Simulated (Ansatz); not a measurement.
## Si: stiffness from a series of strains

```
CELL_PARAMETERS angstrom
0.00000 2.71547 2.71547
2.71547 0.00000 2.71547
2.71547 2.71547 0.00000
ATOMIC_POSITIONS crystal
Si 0.50000 0.50000 0.50000
Si 0.75000 0.75000 0.75000
```

Atoms are numbered in the order listed.

The cell is a measured one (Crystallography Open Database entry 9011998); the temperature and pressure of the measurement aren't taken into account, and nothing was relaxed.

Level of theory: DFT, PBE, all-electron LAPW, scalar-relativistic in Ansatz 0.2.0.

Settings: a Γ-centred 11×11×11 k mesh, Fermi–Dirac smearing of 0.08 eV, basis error target 0.25 meV/atom, no spin polarisation.

The strain is applied along the Cartesian axes of the cell as listed (the other components stay zero). Fractional coordinates are held (clamped ions).

σ is the change of stress from the unstrained cell, which is at 1.97 GPa; tension is positive, so slopes are stress–strain coefficients at that pressure.

Only quantities that a quadratic follows smoothly over the whole series are listed; rougher ones are left out.

```
    εzz  σzz (GPa)  σxx (GPa)
-0.0300      -4.92      -2.20
-0.0100      -1.62      -0.68
 0.0000       0.00       0.00
 0.0100       1.59       0.62
 0.0200       3.16       1.20
 0.0300       4.69       1.73
```

(1) Fit the series and read off the stiffness at zero strain.

(2) One run, at εzz = -0.0200, is withheld. Predict its row.

Answers

(1) Least-squares fits y = p0 + p1 x + p2 x² to the rows give σzz (GPa): p1 = 160, p2 = -130; σxx (GPa): p1 = 65.4, p2 = -260. So C11 = 160 GPa and C12 = 65 GPa, which gives B = (C11 + 2 C12)/3 = 97 GPa.

(2) The fits give -3.26, -1.42; the run gave -3.26, -1.41.
